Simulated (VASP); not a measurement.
LiH:

```xyz
2
Lattice="0.0000 1.9860 1.9860 1.9860 0.0000 1.9860 1.9860 1.9860 0.0000" Properties=species:S:1:pos:R:3 pbc="T T T"
Li    0.0000    0.0000    0.0000
H     1.9860    1.9860    1.9860
```

Base run:

* Program: VASP 6.6.1
* Functional: PBE0
* Potentials or basis: VASP PAW PBE potentials, release 64 (Li_sv, H)
* Cutoff: 520 eV
* k mesh: 8 × 8 × 8
* Occupations: gaussian, width 0.03 eV
* Spin: no spin polarisation

Its results: band gap on the k mesh 4.64 eV, direct.

Problem. After a change of settings the same cell gave: band gap on the k mesh 2.96 eV, direct. Which change was it?
A. functional from PBE0 to PBE-EpsX
B. functional from PBE0 to HSE06
C. functional from PBE0 to PBE

Solution. C.

PBE0 gives the wider gap, since exact exchange removes part of the self-interaction.
